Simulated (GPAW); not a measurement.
The system is C.

```
CELL_PARAMETERS angstrom
2.52210 0.00000 0.00000
-1.26105 2.18420 0.00000
0.00000 0.00000 8.23710
ATOMIC_POSITIONS crystal
C 0.66667 0.33333 0.84375
C 0.33333 0.66667 0.34375
C 0.66667 0.33333 0.65625
C 0.33333 0.66667 0.15625
C 0.00000 0.00000 0.90625
C 0.00000 0.00000 0.40625
C 0.00000 0.00000 0.59375
C 0.00000 0.00000 0.09375
```

This is a hexagonal form of diamond, not graphite.

| Property | Result |
| --- | --- |
| Program | GPAW 26.7.0 |
| Task | relaxation of cell and atoms |
| Functional | RPBE |
| Dispersion | D4 |
| Potentials or basis | the program's PAW data sets (release 1.2.1) made for this functional |
| Cutoff | 800 eV |
| Basis | pw |
| k mesh | 7 × 7 × 2 |
| Occupations | fermi-dirac, width 0.05 eV |
| Spin | no spin polarisation |

At the start: pressure -6.0 GPa; volume 5.67 Å³/atom.

**Question.** How do energy, volume and symmetry change on relaxing?

**Answer.** Over 7 steps the energy falls by 3.5 meV/atom and the volume is 5.59 Å³/atom (-1.4 %); space group P6_3/mmc (No. 194, to 0.05 Å).

Step by step:
```
step  energy change (eV)  largest force (eV/Å)  pressure (GPa)  volume (Å³)
   1              0.0000                0.3336           -5.98        45.38
   2             -0.0111                0.0860           -5.53        45.32
   3             -0.0160                0.0777           -4.66        45.23
   4             -0.0205                0.1559           -3.36        45.10
   5             -0.0258                0.1651           -1.00        44.86
   6             -0.0274                0.0743            0.12        44.74
   7             -0.0278                0.0098            0.19        44.73
```

Final structure:
```
CELL_PARAMETERS angstrom
2.50209 0.00000 0.00000
-1.25105 2.16688 0.00000
0.00000 0.00000 8.25106
ATOMIC_POSITIONS crystal
C 0.66667 0.33333 0.84445
C 0.33333 0.66667 0.34445
C 0.66667 0.33333 0.65555
C 0.33333 0.66667 0.15555
C 0.00000 0.00000 0.90706
C 0.00000 0.00000 0.40706
C 0.00000 0.00000 0.59294
C 0.00000 0.00000 0.09294
```

Caveat: the k mesh is coarse; later steps reuse the first step's grids.
